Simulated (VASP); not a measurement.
# Fe (Fmmm) in VASP: a series of runs

The runs below take Fe through single point, with PBE.

Program: VASP 6.6.1. These are calculated values, not measurements. Logs are shortened: lines on timing, memory, paths and dates and some standing lists are left out, and cuts for length are marked.

## (1) Starting point

The structure is orthorhombic, space group Fmmm (No. 69). Conventional cell: a = 2.997 Å, b = 3.883 Å, c = 3.930 Å, α = 90.00°, β = 90.00°, γ = 90.00°. Fe (site symmetry mmm) is surrounded by 12 Fe at 2.45 to 2.76 Å.

## (2) Single point, PBE, collinear spin, typed start

Contents of INCAR:

```
SYSTEM = Fe
ALGO = Normal
EDIFF = 1E-7
ENCUT = 520
GGA = PE
ISIF = 2
ISMEAR = 0
ISPIN = 2
LASPH = .TRUE.
LCHARG = .FALSE.
LMAXMIX = 4
LORBIT = 11
LREAL = .FALSE.
LWAVE = .FALSE.
MAGMOM = 4
NBANDS = 14
NELM = 150
PREC = Accurate
SIGMA = 0.1
```

Contents of KPOINTS:

```
k-points
0
G
  8 8 8
  0 0 0
```

Contents of POSCAR:

```
Fe
1.0
    0.0000000000      1.9417396906      1.9651051623
    1.4984397099      0.0000000000      1.9651051623
    1.4984397099      1.9417396906      0.0000000000
Fe
1
Direct
    0.0000000000      0.0000000000      0.0000000000
```

Potentials or basis: VASP PAW PBE potentials, release 64 (Fe).

On the command line:

```
cat potpaw_PBE.64/Fe/POTCAR > POTCAR
mpirun -np 1 vasp_std > vasp.out
```

OUTCAR:

```text
SYSTEM = Fe
   EDIFF = 1E-7
   ENCUT = 520
   GGA = PE
   ISIF = 2
   ISMEAR = 0
   ISPIN = 2
   LASPH = .TRUE.
   LORBIT = 11
   LREAL = .FALSE.
   NELM = 150
   PREC = Accurate

 ion  position               nearest neighbor table
   1  0.000  0.000  0.000-

  LATTYP: Found a face centered orthorhombic cell.
 ALAT       =     2.9968794198
 B/A-ratio  =     1.2958410524
 C/A-ratio  =     1.3114342535

  Lattice vectors:

 A1 = (   0.0000000000,   1.9417396906,   1.9651051623)
 A2 = (   1.4984397099,   0.0000000000,   1.9651051623)
 A3 = (   1.4984397099,   1.9417396906,   0.0000000000)

Analysis of symmetry for initial positions (statically):
=====================================================================
 Subroutine PRICEL returns:
 Original cell was already a primitive cell.

 Routine SETGRP: Setting up the symmetry group for a
 face centered orthorhombic supercell.

 Subroutine GETGRP returns: Found  8 space group operations
 (whereof  8 operations were pure point group operations)
 out of a pool of  8 trial point group operations.

The static configuration has the point symmetry D_2h.

Analysis of symmetry for dynamics (positions and initial velocities):
=====================================================================
 Subroutine PRICEL returns:
 Original cell was already a primitive cell.

 Routine SETGRP: Setting up the symmetry group for a
 face centered orthorhombic supercell.

 Subroutine GETGRP returns: Found  8 space group operations
 (whereof  8 operations were pure point group operations)
 out of a pool of  8 trial point group operations.

The dynamic configuration has the point symmetry D_2h.

Analysis of structural, dynamic, and magnetic symmetry:
=====================================================================
 Subroutine PRICEL returns:
 Original cell was already a primitive cell.

 Routine SETGRP: Setting up the symmetry group for a
 face centered orthorhombic supercell.

 Subroutine GETGRP returns: Found  8 space group operations
 (whereof  8 operations were pure point group operations)
 out of a pool of  8 trial point group operations.

The overall configuration has the point symmetry D_2h.

 Subroutine INISYM returns: Found  8 space group operations
 (whereof  8 operations are pure point group operations),
 and found     1 'primitive' translations

----------------------------------------------------------------------------------------

                                     Primitive cell

  volume of cell :      11.4353

  direct lattice vectors                    reciprocal lattice vectors
     0.000000000  1.941739691  1.965105162    -0.333680426  0.257501045  0.254439309
     1.498439710  0.000000000  1.965105162     0.333680426 -0.257501045  0.254439309
     1.498439710  1.941739691  0.000000000     0.333680426  0.257501045 -0.254439309

  length of vectors
     2.762605894  2.471226388  2.452687218     0.492329947  0.492329947  0.492329947

  position of ions in fractional coordinates (direct lattice)
     0.000000000  0.000000000  0.000000000

  ion indices of the primitive-cell ions
   primitive index   ion index
                 1           1

----------------------------------------------------------------------------------------

 KPOINTS: k-points

Automatic generation of k-mesh.
 Grid dimensions read from file:
 generate k-points for:    8    8    8

 Generating k-lattice:

  Cartesian coordinates                     Fractional coordinates (reciprocal lattice)
    -0.041710053  0.032187631  0.031804914     0.125000000  0.000000000  0.000000000
     0.041710053 -0.032187631  0.031804914     0.000000000  0.125000000 -0.000000000
     0.041710053  0.032187631 -0.031804914     0.000000000 -0.000000000  0.125000000

  Length of vectors
     0.061541243  0.061541243  0.061541243

  Shift w.r.t. Gamma in fractional coordinates (k-lattice)
     0.000000000  0.000000000  0.000000000

 Subroutine IBZKPT returns following result:
 ===========================================

 Found     95 irreducible k-points:

 Following reciprocal coordinates:
            Coordinates               Weight
  0.000000  0.000000  0.000000      1.000000
  0.125000 -0.000000 -0.000000      8.000000
  0.250000 -0.000000 -0.000000      8.000000
  0.375000 -0.000000 -0.000000      8.000000
  0.500000 -0.000000 -0.000000      4.000000
  0.125000  0.125000  0.000000      2.000000
[... 16 lines left out ...]
  0.250000 -0.000000  0.125000      8.000000
  0.375000 -0.000000  0.125000      8.000000
 [... further k-points ...]
   k-points           NKPTS =     95   k-points in BZ     NKDIM =     95   number of bands    NBANDS=     14
   number of dos      NEDOS =    301   number of ions     NIONS =      1
   total plane-waves  NPLWV =   7776
   dimension x,y,z NGX =    24 NGY =   18 NGZ =   18
   dimension x,y,z NGXF=    48 NGYF=   36 NGZF=   36
   ions per type =               1
   NGX,Y,Z   is equivalent  to a cutoff of  14.44, 12.11, 12.20 a.u.
   NGXF,Y,Z  is equivalent  to a cutoff of  28.89, 24.22, 24.40 a.u.
 SYSTEM =  Fe
   PREC   = accura    normal or accurate (medium, high low for compatibility)
   ISTART =      0    job   : 0-new  1-cont  2-samecut
   ICHARG =      2    charge: 1-file 2-atom 10-const
   ISPIN  =      2    spin polarized calculation?
   LNONCOLLINEAR =      F non collinear calculations
   LSORBIT =      F    spin-orbit coupling
   LASPH  =      T    aspherical Exc in radial PAW
   ENCUT  =  520.0 eV  38.22 Ry    6.18 a.u.   5.14  4.59  4.56*2*pi/ulx,y,z
   NELM   =    150;   NELMIN=  2; NELMDL= -5     # of ELM steps
   EDIFF  = 0.1E-06   stopping-criterion for ELM
   LREAL  =      F    real-space projection
   EDIFFG = 0.1E-05   stopping-criterion for IOM
   NSW    =      0    number of steps for IOM
   IBRION =     -1    ionic relax: 0-MD 1-quasi-New 2-CG
   NFREE  =      0    steps in history (QN), initial steepest desc. (CG)
   ISIF   =      2    stress and relaxation
   ISYM   =      2    0-nonsym 1-usesym 2-fastsym
   POTIM  = 0.5000    time-step for ionic-motion
   TEBEG  =    0.0;   TEEND  =   0.0 temperature during run
   PSTRESS=    0.0 pullay stress
   NELECT =       8.0000    total number of electrons
   NUPDOWN=      -1.0000    fix difference up-down
   EMIN   =  10.00;   EMAX   =-10.00  energy-range for DOS
   EFERMI =   0.00;   METHOD = LEGACY
   ISMEAR =     0;   SIGMA  =   0.10  broadening in eV -4-tet -1-fermi 0-gaus
   EFERMI_NEDOS =   21; number of points for ismear=-14 and -15
   IALGO  =     38    algorithm
   IMIX   =      4    mixing-type and parameters
     AMIX     =   0.40;   BMIX     =  1.00
     AMIX_MAG =   1.60;   BMIX_MAG =  1.00
  volume/ion in A,a.u.               =      11.44        77.17
  Fermi-wavevector in a.u.,A,eV,Ry     =   1.453303  2.746344 28.736719  2.112089
  Thomas-Fermi vector in A             =   2.570585
   LORBIT       =     11    0 simple, 1 ext, 2 COOP (PROOUT), +10 PAW based schemes
   GGA     = PE    functional components
   LHFCALC =     F    Hartree Fock is set to
   AEXX    =    0.0000 exact exchange contribution
   IVDW    =     0    specifies the selected vdW correction
   LEPSILON=     F    determine dielectric tensor
   LRPA    =     F    only Hartree local field effects (RPA)
 spin polarized calculation
 Gauss-broadening in eV      SIGMA  =   0.10
  energy-cutoff  :      520.00
  volume of cell :       11.44
 maximum number of plane-waves:       337
 NGX is ok and might be reduce to    24
   NGX = 11   NGY =  9   NGZ =  9

 number of electron       8.0000000 magnetization       2.2706299

 Free energy of the ion-electron system (eV)
  ---------------------------------------------------
  ext. energy  EPLUGINS =         0.00000000
  ---------------------------------------------------
  free energy    TOTEN  =        -8.21561359 eV

  energy without entropy =       -8.20891543  energy(sigma->0) =       -8.21226451

 E-fermi :   5.7645     XC(G=0): -13.0756

 val. band max:        5.7584023982   @ k =  -0.2500   0.2500   0.3750
 cond. band min:       5.7771201290   @ k =  -0.2500   0.1250   0.0000
 fundamental gap:      0.0187177308
 Fermi energy:         5.7645018851

 spin component 1

 k-point     1 :       0.0000    0.0000    0.0000
  band No.  band energies     occupation
      1      -2.6360      1.00000
      2       3.3059      1.00000
      3       3.3931      1.00000
      4       3.7026      1.00000
      5       4.4358      1.00000
      6       4.8257      1.00000
      7      29.6504      0.00000
      8      31.1127      0.00000
      9      31.3712      0.00000
     10      35.3026      0.00000
     11      36.3715      0.00000
     12      36.6113      0.00000
     13      37.1327      0.00000
     14      37.2243      0.00000

 k-point     2 :       0.1250   -0.0000   -0.0000
  band No.  band energies     occupation
      1      -2.0189      1.00000
      2       3.3049      1.00000
      3       3.3664      1.00000
      4       3.8851      1.00000
      5       4.3570      1.00000
      6       4.7680      1.00000
      7      26.8383      0.00000
      8      29.6564      0.00000
      9      30.7812      0.00000
     10      33.8973      0.00000
     11      34.5173      0.00000
     12      35.0818      0.00000
     13      37.4653      0.00000
     14      39.7501      0.00000
[... 343 lines left out ...]
      1      -0.7875      1.00000
      2       2.9949      1.00000
      3       3.2623      1.00000
      4       4.3377      1.00000
      5       4.4957      1.00000
      6       4.8013      1.00000
      7      23.9399      0.00000
      8      26.1008      0.00000
      9      29.2056      0.00000
     10      30.7150      0.00000
     11      34.7342      0.00000
     12      36.0305      0.00000
     13      39.5664      0.00000
     14      41.5115      0.00000

 k-point    24 :       0.3750   -0.0000    0.1250
  band No.  band energies     occupation
      1       0.7846      1.00000
      2       2.8220      1.00000
      3       3.0930      1.00000
      4       4.3390      1.00000
      5       5.0187      1.00000
      6       5.7390      0.64093
      7      18.2904      0.00000
      8      23.7907      0.00000
      9      26.8630      0.00000
     10      31.1496      0.00000
     11      34.4125      0.00000
     12      37.2682      0.00000
     13      42.7033      0.00000
     14      44.0611      0.00000

 [... further k-points ...]

 spin component 2

 k-point     1 :       0.0000    0.0000    0.0000
  band No.  band energies     occupation
      1      -2.4687      1.00000
      2       5.2240      1.00000
      3       5.3790      1.00000
      4       5.8820      0.04826
      5       7.0996      0.00000
      6       7.7202      0.00000
      7      29.3416      0.00000
      8      30.8960      0.00000
      9      31.1927      0.00000
     10      35.6256      0.00000
     11      36.3617      0.00000
     12      37.6736      0.00000
     13      37.8114      0.00000
     14      37.8889      0.00000

 k-point     2 :       0.1250   -0.0000   -0.0000
  band No.  band energies     occupation
      1      -1.8465      1.00000
      2       5.2176      1.00000
      3       5.3538      1.00000
      4       6.0411      0.00005
      5       6.9835      0.00000
      6       7.6443      0.00000
      7      27.0718      0.00000
      8      29.5276      0.00000
      9      30.8095      0.00000
     10      34.4090      0.00000
     11      35.2279      0.00000
     12      35.6166      0.00000
     13      37.7304      0.00000
     14      40.3851      0.00000
[... 343 lines left out ...]
      1      -0.5774      1.00000
      2       4.8688      1.00000
      3       5.2750      1.00000
      4       6.5174      0.00000
      5       7.0260      0.00000
      6       7.5959      0.00000
      7      24.4118      0.00000
      8      26.4216      0.00000
      9      29.9062      0.00000
     10      30.8014      0.00000
     11      35.0462      0.00000
     12      36.6503      0.00000
     13      40.1173      0.00000
     14      41.7402      0.00000

 k-point    24 :       0.3750   -0.0000    0.1250
  band No.  band energies     occupation
      1       1.3152      1.00000
      2       4.6730      1.00000
      3       4.7584      1.00000
      4       6.8825      0.00000
      5       7.7278      0.00000
      6       7.8792      0.00000
      7      19.1104      0.00000
      8      24.1913      0.00000
      9      27.4896      0.00000
     10      31.3072      0.00000
     11      34.8598      0.00000
     12      37.7654      0.00000
     13      42.9782      0.00000
     14      44.4991      0.00000

 [... further k-points ...]

------------------------ aborting loop because EDIFF is reached ----------------------------------------

  FORCE on cell =-STRESS in cart. coord.  units (eV):
  Direction    XX          YY          ZZ          XY          YZ          ZX
  --------------------------------------------------------------------------------------
  -------------------------------------------------------------------------------------
  Total       -0.2957545      0.2945461      0.1781664     -0.0000000      0.0000000      0.0000000
  in kB      -41.4377222     41.2684108     24.9626294     -0.0000000      0.0000000      0.0000000
  external PRESSURE =       8.2644393 kB  Pullay stress =       0.0000000 kB

 VOLUME and BASIS-vectors are now :
 -----------------------------------------------------------------------------
  energy-cutoff  :      520.00
  volume of cell :       11.44
      direct lattice vectors                 reciprocal lattice vectors
     0.000000000  1.941739691  1.965105162    -0.333680426  0.257501045  0.254439309
     1.498439710  0.000000000  1.965105162     0.333680426 -0.257501045  0.254439309
     1.498439710  1.941739691  0.000000000     0.333680426  0.257501045 -0.254439309

 POSITION                                       TOTAL-FORCE (eV/Angst)
 -----------------------------------------------------------------------------------
      0.00000      0.00000      0.00000         0.000000      0.000000      0.000000
 -----------------------------------------------------------------------------------
    total drift:                                0.000000      0.000000      0.000000

  FREE ENERGIE OF THE ION-ELECTRON SYSTEM (eV)
  ---------------------------------------------------
  free  energy   TOTEN  =        -8.2156135919 eV

  energy  without entropy=       -8.2089154327  energy(sigma->0) =       -8.21226451

 total charge

# of ion       s       p       d       tot
------------------------------------------
    1        0.485   0.537   6.234   7.256

 magnetization (x)

# of ion       s       p       d       tot
------------------------------------------
    1       -0.015  -0.060   2.345   2.270
```

It took 16 s on 1 thread of Intel Xeon Platinum 8488C (Sapphire Rapids), shared host; peak memory 0.14 GiB.

Results:

* Free energy: -8.2156 eV
* Pressure: 0.8 GPa
* Band gap on the k mesh: none (metal or under the smearing width)
* Net moment: 2.27 μB per cell
* Site moments: Fe +2.27 μB
* Valence electrons inside the program's atomic spheres: Fe 7.26

Stress tensor (GPa, compression positive):
```
-4.14  0.00  0.00
 0.00  4.13  0.00
 0.00  0.00  2.50
```

Levels at points of the mesh, in eV from the Fermi level:
Spin up:
```tsv
k point	band 2	band 3	band 4	band 5	band 6	band 7	band 8	band 9
(0.00, 0.00, 0.00)	-2.46	-2.37	-2.06	-1.33	-0.94	23.89	25.35	25.61
(0.50, 0.00, 0.00)	-3.20	-1.38	-0.79	0.27	0.32	7.03	18.93	21.04
(0.50, 0.50, 0.00)	-3.73	-0.76	-0.69	0.36	0.88	7.73	17.33	18.61
(0.50, 0.00, 0.50)	-3.71	-0.79	-0.74	0.44	1.10	8.00	17.10	18.38
(0.00, 0.50, 0.50)	-4.71	-0.07	0.08	0.19	7.90	10.95	10.95	14.47
```
Spin down:
| k point | band 1 | band 2 | band 3 | band 4 | band 5 | band 6 | band 7 |
| --- | --- | --- | --- | --- | --- | --- | --- |
| (0.00, 0.00, 0.00) | -8.23 | -0.54 | -0.39 | 0.12 | 1.34 | 1.96 | 23.58 |
| (0.50, 0.00, 0.00) | -3.59 | -1.32 | 0.42 | 1.23 | 2.00 | 2.64 | 8.46 |
| (0.50, 0.50, 0.00) | -3.55 | -2.05 | 1.00 | 2.00 | 2.12 | 2.68 | 9.16 |
| (0.50, 0.00, 0.50) | -3.53 | -1.99 | 1.22 | 1.94 | 2.06 | 2.70 | 9.42 |
| (0.00, 0.50, 0.50) | -3.06 | -2.88 | 2.36 | 2.36 | 2.42 | 8.16 | 11.25 |

Caveat: the k mesh is coarse (spacing up to 0.39 Å⁻¹), so the values aren't converged.

## (3) Single point, PBE, collinear spin, typed start

This run uses another cell than the first one, of 11.35 Å³/atom, 0.993 times its volume.

Contents of INCAR:

```
SYSTEM = Fe
PREC = Accurate ; ENCUT = 520
EDIFF = 1E-6 ; ISMEAR = 0
SIGMA = 0.1 ; LREAL = .False.
LASPH = .True. ; NELM = 150
ALGO = Normal ; ISIF = 2
LWAVE = .False. ; LCHARG = .False.
ISPIN = 2 ; MAGMOM = 2.52
LORBIT = 11 ; LMAXMIX = 4
GGA = PE ; NBANDS = 14
```

Contents of KPOINTS:

```
regular mesh
0
Gamma
  20 20 20
  0 0 0
```

Contents of POSCAR:

```
Fe
1.0
    0.0000000000      2.0023016212      2.0022851653
    1.4158590062      0.0000000000      2.0022851653
    1.4158590062      2.0023016212      0.0000000000
Fe
1
Direct
    0.0000000000      0.0000000000      0.0000000000
```

Potentials or basis: VASP PAW PBE potentials, release 64 (Fe).

On the command line:

```
cat potpaw_PBE.64/Fe/POTCAR > POTCAR
mpirun -np 1 vasp_std > vasp.out
```

Wall time 2.6 min (1 thread of Intel Xeon Platinum 8375C at 2.90GHz (Ice Lake), shared host); peak memory 0.37 GiB.

It converged, with:

```
Free energy                                           : -8.2452 eV
Pressure                                              : -0.1 GPa
Band gap on the k mesh                                : none (metal or under the smearing width)
Net moment                                            : 2.20 μB per cell
Site moments                                          : Fe +2.19 μB
Valence electrons inside the program's atomic spheres : Fe 7.27
```

Levels at points of the mesh, in eV from the Fermi level:
Spin up:
```csv
k point,band 3,band 4,band 5,band 6,band 7,band 8
"(0.00, 0.00, 0.00)",-2.31,-2.31,-1.09,-1.09,25.03,25.03
"(0.50, 0.00, 0.00)",-1.03,-0.90,0.39,0.52,7.36,18.38
"(0.50, 0.50, 0.00)",-1.03,-0.90,0.39,0.52,7.36,18.38
"(0.50, 0.00, 0.50)",-1.03,-0.90,0.39,0.52,7.36,18.38
"(0.00, 0.50, 0.50)",0.11,0.12,0.12,9.94,9.94,9.94
```
Spin down:
| k point | band 1 | band 2 | band 3 | band 4 | band 5 | band 6 | band 7 | band 8 |
| --- | --- | --- | --- | --- | --- | --- | --- | --- |
| (0.00, 0.00, 0.00) | -8.27 | -0.39 | -0.39 | -0.39 | 1.66 | 1.66 | 24.78 | 24.78 |
| (0.50, 0.00, 0.00) | -3.64 | -1.67 | 0.63 | 1.52 | 1.92 | 2.61 | 8.73 | 18.42 |
| (0.50, 0.50, 0.00) | -3.64 | -1.67 | 0.63 | 1.52 | 1.92 | 2.61 | 8.73 | 18.42 |
| (0.50, 0.00, 0.50) | -3.64 | -1.67 | 0.63 | 1.52 | 1.92 | 2.61 | 8.73 | 18.42 |
| (0.00, 0.50, 0.50) | -3.03 | -3.03 | 2.30 | 2.30 | 2.30 | 10.22 | 10.22 | 10.22 |
